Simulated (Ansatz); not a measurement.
A run of Ansatz 0.2.0 is set up as follows.

The input input.yaml:

```yaml
crystal:
  lattice:
    - [3.179064, 0.0, 0.0]
    - [0.0, 3.179064, 0.0]
    - [0.0, 0.0, 3.179064]
  atoms:
    - { symbol: Ti, position: [0.0, 0.0, 0.0] }
    - { symbol: Al, position: [0.5, 0.5, 0.5] }
kpoints:
  mp_grid: { grid: [8, 8, 8] }
  band_path:
    path:
      - [0.0, 0.0, 0.0]
      - [0.0, 0.5, 0.0]
      - [0.5, 0.5, 0.0]
      - [0.0, 0.0, 0.0]
      - [0.5, 0.5, 0.5]
      - [0.0, 0.5, 0.0]
    npoints: 10
scf:
  occupations: { method: fermi_dirac, width: 0.05 }
hamiltonian:
  xc: pbesol
  pseudopotentials: { kind: all_electron, lapw: { basis_error: 0.001 } }
output:
  forces: true
  stress: true
  eigenvalues: true
```

Potentials or basis: all-electron LAPW, scalar-relativistic.

Run with:

```console
$ ansatz run input.yaml --threads 1 --pin off --max-ram 3072MiB --backend cpu --events-out ev --progress --plain --runs-dir out
```

Question: Estimate the pressure.

Answer: -2.4 GPa.

Question: What does it give for the band gap along the path?

Answer: None (metal or under the smearing width).

Levels at the corners of the path, in eV from the Fermi level:
| point | band 8 | band 9 | band 10 | band 11 | band 12 | band 13 | band 14 | band 15 |
| --- | --- | --- | --- | --- | --- | --- | --- | --- |
| Γ | -32.95 | -9.26 | -1.43 | -1.43 | 1.80 | 1.80 | 1.80 | 4.41 |
| X | -32.93 | -6.01 | -5.19 | -0.54 | 0.14 | 0.14 | 2.00 | 3.02 |
| M | -32.92 | -5.01 | -2.09 | -2.09 | -1.47 | 0.70 | 0.70 | 2.76 |
| Γ | -32.95 | -9.26 | -1.43 | -1.43 | 1.80 | 1.80 | 1.80 | 4.41 |
| R | -33.08 | -3.10 | -3.10 | -3.10 | 0.64 | 2.83 | 2.83 | 2.91 |
| X | -32.93 | -6.01 | -5.19 | -0.54 | 0.14 | 0.14 | 2.00 | 3.02 |
